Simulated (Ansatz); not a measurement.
# SiO2: properties at the relaxed cell

The task here is to estimate one member of a computed series from the others.

Method: DFT PBE, scalar-relativistic, plane waves, PAW, in Ansatz 0.2.0.

1 further run of the same task is left out (set aside as unsound or not needed).

## The starting structure

Symmetry: P4_12_12, No. 92, tetragonal system. The conventional cell has a = 5.084 Å, b = 5.084 Å, c = 7.101 Å, α = 90.00°, β = 90.00°, γ = 90.00°. Si (site symmetry 2) is surrounded by 4 O at 1.62 to 1.63 Å. O (site symmetry 1) is surrounded by 2 Si at 1.62 to 1.63 Å.

As a file:

```
CELL_PARAMETERS angstrom
5.08370 0.00000 0.00000
0.00000 5.08370 0.00000
0.00000 0.00000 7.10088
ATOMIC_POSITIONS crystal
Si 0.29386 0.29386 0.00000
Si 0.20614 0.79386 0.25000
Si 0.70614 0.70614 0.50000
Si 0.79386 0.20614 0.75000
O 0.24118 0.09345 0.17423
O 0.40655 0.74118 0.42423
O 0.75882 0.90655 0.67423
O 0.59345 0.25882 0.92423
O 0.74118 0.40655 0.57577
O 0.90655 0.75882 0.32577
O 0.25882 0.59345 0.07577
O 0.09345 0.24118 0.82577
```

It is the result of an earlier relaxation at this level (volume 15.29 Å³/atom; gap on the mesh: 5.51 eV).

Set-up of the first run:

input.yaml

```yaml
crystal:
  lattice:
    - [5.0837000502, 0.0, 0.0]
    - [0.0, 5.0837000502, 0.0]
    - [0.0, 0.0, 7.1008764821]
  atoms:
    - { symbol: Si, position: [0.2938575658, 0.2938575658, 0.0] }
    - { symbol: Si, position: [0.2061424342, 0.7938575658, 0.25] }
    - { symbol: Si, position: [0.7061424342, 0.7061424342, 0.5] }
    - { symbol: Si, position: [0.7938575658, 0.2061424342, 0.75] }
    - { symbol: O, position: [0.2411800967, 0.0934526103, 0.1742257708] }
    - { symbol: O, position: [0.4065473897, 0.7411800967, 0.4242257708] }
    - { symbol: O, position: [0.7588199033, 0.9065473897, 0.6742257708] }
    - { symbol: O, position: [0.5934526103, 0.2588199033, 0.9242257708] }
    - { symbol: O, position: [0.7411800967, 0.4065473897, 0.5757742292] }
    - { symbol: O, position: [0.9065473897, 0.7588199033, 0.3257742292] }
    - { symbol: O, position: [0.2588199033, 0.5934526103, 0.0757742292] }
    - { symbol: O, position: [0.0934526103, 0.2411800967, 0.8257742292] }
basis:
  ecutwfc: 420
kpoints:
  mp_grid: { grid: [6, 6, 4] }
  band_path:
    path:
      - [[0.0, 0.0, 0.0], [0.0, 0.5, 0.0], [0.5, 0.5, 0.0], [0.0, 0.0, 0.0], [0.0, 0.0, 0.5], [0.0, 0.5, 0.5], [0.5, 0.5, 0.5], [0.0, 0.0, 0.5]]
      - [[0.0, 0.5, 0.0], [0.0, 0.5, 0.5]]
      - [[0.5, 0.5, 0.0], [0.5, 0.5, 0.5]]
    npoints: 10
hamiltonian:
  xc: pbe
scf:
  occupations: { method: gaussian, width: 0.02 }
  n_extra_bands: 30
output:
  forces: true
  stress: true
  eigenvalues: true
  populations: true
  dos: { projected: true, de: 0.02, nscf_kmesh: { grid: [9, 9, 6] } }
  bader: false
  write_density: true
  write_potential: true
  elf: true
  volumetric_format: npy
```

Run with:

```sh
> ansatz run input.yaml --threads 2 --pin off --max-ram 5120MiB --backend cpu --events-out ev --progress --plain --runs-dir out
```

Steps of the session up to this table: Static run: bands, density of states and charges; Band edges anywhere in the zone; Eigenvalues a small step from each edge; Point at V/V0 = 0.97; Point at V/V0 = 1.03; Volume × 0.94; Volume × 1.06.

One table of the session follows, with a row left open; its other results are not shown here.

It belongs to the step «Energy against volume». 

```
volume (Å³/atom)  energy above the lowest point (meV/atom)  pressure (GPa)  gap on the mesh (eV)
          14.375                                       2.9            1.08                  5.61
          14.834                                         ?               ?                     ?
          15.293                                       0.0           -0.01                  5.51
          15.752                                       0.6           -0.46                  5.47
          16.211                                       2.5           -0.86                  5.43
```

**Question.** Estimate the row for volume (Å³/atom) = 14.834.

Worked estimate for «energy above the lowest point (meV/atom)». A straight line through the neighbours (14.375, 2.9) and (15.293, 0.0) gives 2.9 + (0.0 − 2.9) × (14.834 − 14.375) / (15.293 − 14.375) = 1.4; a parabola fitted to 3 rows on both sides gives 0.8.

As computed: energy above the lowest point (meV/atom): 0.7; pressure (GPa): 0.52; gap on the mesh (eV): 5.56. In «energy above the lowest point (meV/atom)» the line misses by +0.7 and the parabola by +0.1.
